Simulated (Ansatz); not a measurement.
# Fe (Im-3m) in Ansatz: notebook

Aim: see how the results for Fe move with the level of theory and the settings. Levels: LDA, PBE. Tasks: band structure, elastic constants.

Program: Ansatz 0.2.0. These are calculated values, not measurements. Logs are shortened: lines on timing, memory, paths and dates and some standing lists are left out, and cuts for length are marked.

**1. Starting point**

Symmetry: Im-3m, No. 229, cubic system. The conventional cell has a = 2.886 Å, b = 2.886 Å, c = 2.886 Å, α = 90.00°, β = 90.00°, γ = 90.00°. Fe (site symmetry m-3m) has 8 Fe at 2.50 Å as nearest neighbours.

**2. Band structure, LDA, collinear spin, ferromagnetic start**

The input, input.yaml:

```yaml
crystal:
  lattice:
    - [-1.443, 1.443, 1.443]
    - [1.443, -1.443, 1.443]
    - [1.443, 1.443, -1.443]
  atoms:
    - { symbol: Fe, position: [0.0, 0.0, 0.0], spin: 3.0 }
kpoints:
  mp_grid: { grid: [13, 13, 13] }
  band_path:
    path:
      - [0.0, 0.0, 0.0]
      - [0.5, -0.5, 0.5]
      - [0.0, 0.0, 0.5]
      - [0.0, 0.0, 0.0]
      - [0.25, 0.25, 0.25]
      - [0.5, -0.5, 0.5]
    npoints: 6
scf:
  occupations: { method: fermi_dirac, width: 0.05 }
hamiltonian:
  xc: lda
  pseudopotentials: { kind: all_electron, lapw: { basis_error: 0.001 } }
magnetization:
  spin_polarized: true
output:
  forces: true
  stress: true
  eigenvalues: true
```

Potentials or basis: all-electron LAPW, scalar-relativistic.

Run with:

```
$ ansatz run input.yaml --threads 2 --pin off --max-ram 6144MiB --backend cpu --events-out ev --progress --plain --runs-dir out
```

Output:

```text
Warning: RAYON_NUM_THREADS=2 ignored (pool sized by the plan → 2); use --threads N
LAPW: plane waves up to 8.914 Å⁻¹, error target 1.0e-3 eV per atom; small_component_spin mean_spin; Fe in spheres of 1.250 Å, 16 of its electrons in bands, Dirac shells [] (how accurate: hamiltonian.pseudopotentials.lapw.basis_error, Limitations)
Engine: ansatz 0.2.0, aarch64-unknown-linux-gnu
Pseudopotentials: kind: all_electron
Pseudopotential: Fe, LAPW, valence charge 16, lapw/all_electron/scalar/gaussian/Fe, Koelling and Harmon's equation, gaussian nucleus
Functional definition: SPW92
  exchange = slater_x
  correlation = pw_c
Crystal: 1 atoms, lattice volume = 12.019 Å³
Basis set: ecut = 302.7464189054613 eV, 141 PW (Γ), exchange–correlation at level 2
Bands: 14, of which v1, the nominal top of the filled ones, is band 8 counted from 1 (7 counted from 0)
Symmetry: 48 space group operations
Space group: Im-3m (ITA 229), of the structure as read, at distance tolerance 2.3e-5 Å
Magnetic group: BNS 229.140 (UNI 1642), of the structure as read, at distance tolerance 2.3e-5 Å
k-points: 84 of 2197
Non-local potential: Fe, projectors of the file, none
Initial density: superposition of atomic densities (chi_scale 0.1, normalization cell)
Starting moments: Σ|m| = 3 μB on 1 of 1 site
Initial wavefunctions: plane waves of lowest kinetic energy (no species holds an atomic orbital)
Functional: x = slater, c = lda
iter 1 solved again at ethr=2.29e-5 eV; its pass at ethr=1.00e-1 eV (dr2=3.67e-3 eV) is discarded
SCF iter   1: F=—  HF=-34573.463187 eV  |F-HF|=—  |Δ(HF+E_count)|=         —  Δρ=2.93e-2 (↑2.93e-2 ↓2.80e-2)  dr2=3.73e-3  dr2_m=8.83e-2  M=2.348 μB ∫|m|=2.364 μB  β_m=0.30  ethr=2.29e-5  ⟨swp⟩=3.6  Hψ=18484  notcnv=0
Mixer restart at iter 1: flushing history
preconditioner: auto → none  [metal: Δε(μ)=0.010 eV  Ē_g=14.450 eV  σ=0.050 eV  W_gap=0.05  n_scr=0 (ndim 8)  ℏωp=30.3 eV  f_vac=0.000  D(μ)=1.32/eV (n_scr^D=18)]
SCF iter   2: F=—  HF=-34573.474735 eV  |F-HF|=—  |Δ(HF+E_count)|=   1.15e-2  Δρ=1.96e-2 (↑1.96e-2 ↓1.94e-2)  dr2=8.74e-4  dr2_m=4.12e-2  M=2.354 μB ∫|m|=2.380 μB  β_m=0.52  ethr=2.29e-5  ⟨swp⟩=2.1  Hψ=6309  notcnv=0
SCF iter   3: F=—  HF=-34573.517023 eV  |F-HF|=—  |Δ(HF+E_count)|=   4.23e-2  Δρ=1.26e-2 (↑1.26e-2 ↓1.07e-2)  dr2=2.09e-3  dr2_m=1.41e-2  M=2.195 μB ∫|m|=2.252 μB  β_m=0.47  ethr=5.46e-6  ⟨swp⟩=3.0  Hψ=7440  notcnv=0
iter 4 solved again at ethr=1.46e-7 eV; its pass at ethr=5.46e-6 eV (dr2=2.33e-5 eV) is discarded
SCF iter   4: F=—  HF=-34573.507989 eV  |F-HF|=—  |Δ(HF+E_count)|=   9.03e-3  Δρ=3.57e-4 (↑3.11e-4 ↓3.57e-4)  dr2=2.33e-5  dr2_m=1.35e-6  M=2.196 μB ∫|m|=2.273 μB  β_m=0.70  ethr=1.46e-7  ⟨swp⟩=2.0  Hψ=11452  notcnv=0
SCF iter   5: F=—  HF=-34573.508358 eV  |F-HF|=—  |Δ(HF+E_count)|=         —  Δρ=9.73e-5 (↑9.73e-5 ↓8.89e-5)  dr2=1.67e-6  dr2_m=2.05e-7  M=2.200 μB ∫|m|=2.277 μB  β_m=0.79  ethr=1.46e-7  ⟨swp⟩=2.0  Hψ=5994  notcnv=0
the basis was enlarged: its passes take 707.1 KiB over the memory plan, 2 of 2 planned eigensolver slots
SCF iter   6: F=—  HF=-34573.508347 eV  |F-HF|=—  |Δ(HF+E_count)|=   1.04e-5  Δρ=7.32e-5 (↑7.00e-5 ↓7.32e-5)  dr2=4.96e-9  dr2_m=5.63e-7  M=2.200 μB ∫|m|=2.277 μB  β_m=0.88  ethr=1.05e-8  ⟨swp⟩=2.1  Hψ=6004  notcnv=0
SCF iter   7: F=—  HF=-34573.508347 eV  |F-HF|=—  |Δ(HF+E_count)|=   5.63e-8  Δρ=2.75e-5 (↑2.75e-5 ↓2.70e-5)  dr2=2.35e-9  dr2_m=8.11e-8  M=2.200 μB ∫|m|=2.277 μB  β_m=0.94  ethr=3.10e-11  ⟨swp⟩=3.0  Hψ=6670  notcnv=0
SCF iter   8: F=—  HF=-34573.508347 eV  |F-HF|=—  |Δ(HF+E_count)|=   1.55e-7  Δρ=7.19e-6 (↑7.19e-6 ↓6.35e-6)  dr2=1.84e-10  dr2_m=4.98e-9  M=2.200 μB ∫|m|=2.277 μB  β_m=0.97  ethr=1.47e-11  ⟨swp⟩=3.0  Hψ=6668  notcnv=0
SCF iter   9: F=-34573.508347 eV  HF=-34573.508347 eV  |F-HF|=5.53e-10  |Δ(HF+E_count)|=   4.29e-9  Δρ=1.49e-6 (↑1.49e-6 ↓1.20e-6)  dr2=2.65e-11  dr2_m=1.91e-10  M=2.200 μB ∫|m|=2.277 μB  ethr=1.15e-12  ⟨swp⟩=2.0  Hψ=5994  notcnv=0
SCF 1 converged in 9 iterations: F = -34573.508347 eV  dr2 = 2.65e-11
NSCF: frozen V_eff on 31 k-points
SCF converged after 9 iterations
Magnetization: 2.1998 μB (9.0999 up, 6.9001 down)
Absolute magnetization: 2.2770 μB (∫|ρ↑−ρ↓|)
Spin contamination: 0.0278 ħ² per cell (⟨S²⟩ above its minimum at these occupations)
Per-site moments (μB) at R_I (Å): [(2.2372769508627712, 1.249674639039338)]
Free energy (F): -34573.508347 eV
Harris-Foulkes:  -34573.508347 eV  (|F-HF|=5.53e-10)
Internal energy: -34573.497764 eV  (E = F + TS)
E sigma→0 (E₀):  -34573.503056 eV
Entropy (-TS):   -0.010583 eV (-10.583 meV/atom)
Fermi energy:    17.010328 eV
--- Per-component energies (eV) ---
  E_band       = -230.532677
  E_kinetic    = 35027.982572
  E_xc         = -1460.085536
  E_electrostatic = -68141.394801  (all electrons and nuclei)
  E_smearing   = -0.010583  (= −TS)
  E_closure    = 0.000000  (closes the sum)
  E_atoms      = -34563.488450  (free atoms, spherical and without spin; not in F)
  Σ components = -34573.508347   (vs F -34573.508347, Δ=0.00e0)
  Basis errors (estimates in eV, not in F): energy 2.8e-4 per atom: plane waves 2.4e-4 (1.3e-4 summed), levels above the bands 1.4e-173, relativity 5.3e-9, radial functions 4.1e-5, core shells 3.8e-9; eigenvalues (radial functions only) 3.4e-5; not estimated: angular momenta, meshes, grids; target (lapw.basis_error) 1.0e-3; muffin-tin radii Fe 1.250 Å
--- Forces (eV/Å), atoms counted from 1 ---
  atom   1  Fe     0.00000000     0.00000000    -0.00000000
  max |Σ_I F_I| component: 2.22e-31 eV/Å
--- Stress (GPa, compression-positive) ---
      -26.051535      -0.000000      -0.000000
       -0.000000     -26.051535      -0.000000
       -0.000000      -0.000000     -26.051535
  P = ⅓ Tr σ = -26.0515 GPa (-260.515 kbar)
--- Band table (eV; the first three rows and the last of 168) ---
  k-point 0 ↑: bands = ["-70.1794", "-36.3985", "-36.3985", "-36.3985", "8.7502", "14.8255", "14.8255", "14.8255", "16.0639", "16.0639", "40.7948", "40.7948", "40.7948", "45.9951"]
  k-point 1 ↑: bands = ["-70.1757", "-36.4189", "-36.4053", "-36.3984", "8.9847", "14.7633", "14.8197", "14.9484", "16.0031", "16.0688", "39.3991", "40.4714", "40.6494", "45.0042"]
  k-point 2 ↑: bands = ["-70.1654", "-36.4753", "-36.4243", "-36.3983", "9.6607", "14.5937", "14.7742", "15.2997", "15.8939", "16.0853", "36.3885", "39.2870", "40.3288", "42.6632"]
  k-point 83 ↓: bands = ["-67.5412", "-34.2241", "-34.2203", "-34.2203", "14.2257", "14.2419", "19.1238", "19.1238", "19.2130", "26.0741", "27.0261", "27.0261", "33.3085", "33.7596"]
```

Wall time 9.1 s (2 threads of Arm Neoverse V1, shared host); peak memory 0.35 GiB.

What came out:

```yaml
Free_energy: -34573.5083 eV
Pressure: -26.1 GPa
Band_gap_along_the_path: none (metal or under the smearing width)
Net_moment: 2.20 μB per cell
Absolute_moment: 2.28 μB per cell
Site_moments: Fe +2.24 μB
```

Levels at the corners of the path, in eV from the Fermi level:
Spin up:
| point | band 7 | band 8 | band 9 | band 10 | band 11 | band 12 |
| --- | --- | --- | --- | --- | --- | --- |
| Γ | -2.18 | -2.18 | -0.95 | -0.95 | 23.78 | 23.78 |
| H | 0.09 | 0.09 | 0.09 | 9.31 | 9.31 | 9.31 |
| N | -0.92 | -0.77 | 0.34 | 0.39 | 6.82 | 17.50 |
| Γ | -2.18 | -2.18 | -0.95 | -0.95 | 23.78 | 23.78 |
| P | -3.08 | -0.74 | -0.74 | 8.19 | 8.19 | 8.19 |
| H | 0.09 | 0.09 | 0.09 | 9.31 | 9.31 | 9.31 |
Spin down:
```tsv
point	band 4	band 5	band 6	band 7	band 8	band 9	band 10	band 11
Γ	-50.96	-7.90	-0.30	-0.30	-0.30	1.46	1.46	23.91
H	-51.23	-2.83	-2.83	2.24	2.24	2.24	9.76	9.76
N	-50.96	-3.39	-1.49	0.73	1.37	1.69	2.53	8.21
Γ	-50.96	-7.90	-0.30	-0.30	-0.30	1.46	1.46	23.91
P	-51.15	-1.63	-1.63	-1.63	1.73	1.73	9.22	9.22
H	-51.23	-2.83	-2.83	2.24	2.24	2.24	9.76	9.76
```

Caveat: so large a pressure means that the cell lies far from this level's equilibrium, or that cutoff or potentials fall short.

**3. Elastic constants, PBE, collinear spin, ferromagnetic start**

The input, input.yaml:

```yaml
crystal:
  lattice:
    - [-1.443, 1.443, 1.443]
    - [1.443, -1.443, 1.443]
    - [1.443, 1.443, -1.443]
  atoms:
    - { symbol: Fe, position: [0.0, 0.0, 0.0], spin: 3.0 }
kpoints:
  mp_grid: { grid: [10, 10, 10] }
scf:
  occupations: { method: fermi_dirac, width: 0.05 }
hamiltonian:
  xc: pbe
  pseudopotentials: { kind: all_electron, lapw: { basis_error: 0.001 } }
magnetization:
  spin_polarized: true
output:
  forces: true
  stress: true
elastic:
  mode: relaxed_ion
  stencil: two_point
```

Potentials or basis: all-electron LAPW, scalar-relativistic.

Run with:

```
$ ansatz run input.yaml --threads 2 --pin off --max-ram 6144MiB --backend cpu --events-out ev --progress --plain --runs-dir out
```

Output:

```text
Warning: RAYON_NUM_THREADS=2 ignored (pool sized by the plan → 2); use --threads N
LAPW: plane waves up to 9.233 Å⁻¹, error target 1.0e-3 eV per atom; small_component_spin mean_spin; Fe in spheres of 1.212 Å, 16 of its electrons in bands, Dirac shells [] (how accurate: hamiltonian.pseudopotentials.lapw.basis_error, Limitations)
[... 3 set-up lines as earlier in the session ...]
Functional definition: PBE
  parameter kappa = 0.804
  parameter beta = 0.06672455060314922
  exchange = pbe_x(kappa = kappa, mu = beta*pi^2/3)
  correlation = pbe_c(beta = beta)
Crystal: 1 atoms, lattice volume = 12.019 Å³
Basis set: ecut = 324.7992943702391 eV, 141 PW (Γ), exchange–correlation at level 2
Bands: 14, of which v1, the nominal top of the filled ones, is band 8 counted from 1 (7 counted from 0)
[... 2 set-up lines as earlier in the session ...]
Magnetic group: BNS 229.140 (UNI 1642), of the structure as read, at distance tolerance 2.3e-5 Å
k-points: 47 of 1000
[... 2 set-up lines as earlier in the session ...]
Starting moments: Σ|m| = 3 μB on 1 of 1 site
[... 1 set-up line as earlier in the session ...]
Functional: x = pbe(κ = 0.804, μ = 0.2195149727645171), c = pbe(β = 0.06672455060314922)
SCF 1 converged in 10 iterations: F = -34634.089654 eV  dr2 = 1.97e-11
a single point of the input's cell can leave the moments in the input for a lower state (scf.lower_state_search): this run first made a single point of its cell. This run's own SCFs start from the density of the state that the single point found, with the moments in the input. The single point stayed on the moments in the input.
Initial density: read from a saved state, or passed on in memory by an earlier SCF of this step, an earlier step, the calling program or the single point that the run made first
Stability of the state it starts from, as read at its close in the collinear treatment: not read negative (Ritz values of 1 − χ₀K, real part plus size of imaginary part, from 0.42 to 0.70, by its mixing steps under the symmetry group of the SCF that read it); its run was given moments
[... 93 lines left out ...]
  Σ components = -34634.089654   (vs F -34634.089654, Δ=0.00e0)
  Basis errors (estimates in eV, not in F): energy 2.7e-4 per atom: plane waves 2.4e-4 (1.3e-4 summed), levels above the bands 8.7e-172, relativity 1.1e-8, radial functions 3.1e-5, core shells 8.8e-9; eigenvalues (radial functions only) 1.1e-5; not estimated: angular momenta, meshes, grids; target (lapw.basis_error) 1.0e-3; muffin-tin radii Fe 1.212 Å
--- Forces (eV/Å), atoms counted from 1 ---
  atom   1  Fe     0.00000000     0.00000000    -0.00000000
  max |Σ_I F_I| component: 2.18e-31 eV/Å
--- Stress (GPa, compression-positive) ---
      -11.348953       0.000000      -0.000000
        0.000000     -11.348953      -0.000000
       -0.000000      -0.000000     -11.348953
  P = ⅓ Tr σ = -11.3490 GPa (-113.490 kbar)
--- Band table (eV; the first three rows and the last of 94) ---
  k-point 0 ↑: bands = ["-70.6184", "-36.4560", "-36.4560", "-36.4560", "9.2339", "15.2277", "15.2277", "15.2277", "16.2975", "16.2975", "41.2960", "41.2960", "41.2960", "46.4261"]
  k-point 1 ↑: bands = ["-70.6125", "-36.4889", "-36.4670", "-36.4559", "9.6274", "15.1257", "15.2136", "15.4311", "16.2070", "16.3059", "39.0712", "40.6939", "41.0597", "44.9862"]
  k-point 2 ↑: bands = ["-70.5970", "-36.5744", "-36.4959", "-36.4557", "10.7206", "14.8656", "15.1094", "15.9918", "16.1277", "16.3356", "34.7870", "38.8000", "40.6150", "41.7920"]
  k-point 46 ↓: bands = ["-67.8606", "-34.1359", "-34.1359", "-34.1359", "14.6868", "14.6868", "19.6241", "19.6241", "19.6241", "27.0546", "27.0546", "27.0546", "33.4647", "33.4647"]
--- Elastic constants: 2 strain directions × 2 members + reference (group order 48) ---
  dense FFT box of the reference and of every strained cell: 16×16×16
  strains applied: 11, 23; error gains: componentwise 1.00 (the most a stress slope's error grows in a printed constant), spectral 1.73 (1 for all six strains in a standard setting)
  C = ∂σ_k/∂η_j (tension-positive GPa; Voigt order 11 22 33 23 13 12):
       238.454    105.656    105.656     -0.000      0.000      0.000
       105.656    238.454    105.656     -0.000      0.000      0.000
       105.656    105.656    238.454     -0.000      0.000      0.000
        -0.000     -0.000     -0.000     84.788      0.000     -0.000
         0.000      0.000      0.000     -0.000     84.788     -0.000
         0.000     -0.000      0.000     -0.000     -0.000     84.788
  reference stress σ⁰ (GPa):     11.349     11.349     11.349      0.000      0.000     -0.000
  no Pulay correction (none for the plane-wave cutoff is built on LAPW): the batch's stresses and constants are at fixed plane waves
  C* (energy form; C + prestress term) asymmetry max|C*_kj − C*_jk| = 4.263e-14 GPa — a small one proves nothing (zero by symmetry where the batch's group is 432, −43m or m−3m); a large one is finite-difference/SCF noise where every solve meets its electron count
  moduli (Voigt/Reuss/Hill, GPa): K = 149.92/149.92/149.92   G = 77.43/76.33/76.88   E = 196.98   ν = 0.281
  mechanically stable: yes (min eigenvalue of sym C = 84.79 GPa)
  where every solve meets its electron count the energy-path curvature estimates C_jj along a normal strain and C_jj − ¼(σ⁰_aa + σ⁰_bb) along a shear (ab), closely only under elastic.basis: deformed
  strain η (Voigt 11):  stress-route row diagonal C_11 = 238.45 GPa, energy-path curvature d²(F+E_count)/dδ²/Ω₀ = 238.52 GPa
         δ    σ_11 (GPa)             F (eV)   n_scf  n_hpsi   n_pw
    -2.000e-3      10.8623      -34634.0913201       9   93551    167   relax 0 steps, max|allowed force component| 0.00e0 eV/Å
     2.000e-3      11.8161      -34634.0879156       9   93178    167   relax 0 steps, max|allowed force component| 0.00e0 eV/Å
  strain η (Voigt 23):  stress-route row diagonal C_44 = 84.79 GPa, energy-path curvature d²(F+E_count)/dδ²/Ω₀ = 79.13 GPa
         δ    σ_23 (GPa)             F (eV)   n_scf  n_hpsi   n_pw
    -2.000e-3      -0.1696      -34634.0896418       9  159728    167   relax 0 steps, max|allowed force component| 0.00e0 eV/Å
     2.000e-3       0.1696      -34634.0896418       9  159533    167   relax 0 steps, max|allowed force component| 0.00e0 eV/Å
```

elastic_members.tsv:

```text
# convention: tension-positive GPa; Voigt order 11 22 33 23 13 12; engineering shear strains; stresses and constants hold the Pulay correction, whose part of sigma0, of c and of each member's stress the lines and columns named pulay_correction_..._gpa give (of c_energy it is that of c and, on the columns of strains 1 to 3, that of sigma0; of a layer's constants it is that of c in the plane, times a tenth of its plane spacing in ang); where a line pulay_correction_withheld stands none holds it
[... 11 lines left out ...]
3	2.0000000000e-3	1.1346217402e1	1.1346911834e1	1.1346911834e1	1.6957570569e-1	2.0845000647e-15	1.1117333679e-15	-3.4634089642e4	-3.4634085571e4	9	159533	167	0	0.0000000000e0	0.0000000000e0	nan	nan	nan	nan	nan	nan	nan	0.0000000000e0
```

It took 44 s on 2 threads of Arm Neoverse V1, shared host; peak memory 0.45 GiB.

Results:

```yaml
Free_energy: -34634.0897 eV
Pressure: -11.3 GPa
Band_gap_on_the_k_mesh: none (metal or under the smearing width)
Net_moment: 2.16 μB per cell
Absolute_moment: 2.31 μB per cell
Site_moments: Fe +2.23 μB
Elastic_constants_C11_C12_C44: 238, 106, 85 GPa
Voigt_bulk_modulus: 150 GPa
```

Elastic tensor in Voigt notation (GPa, in the Cartesian axes of the cell as first typed):
```
238 106 106   0   0   0
106 238 106   0   0   0
106 106 238   0   0   0
  0   0   0  85   0   0
  0   0   0   0  85   0
  0   0   0   0   0  85
```

Caveat: the k mesh is thin for a metal, which can move the energy by tens of meV per atom; a metal's response needs a denser mesh; the cell is more than 3 GPa from zero pressure, which shifts response properties; elastic constants of metals need much finer meshes, so these are rough.
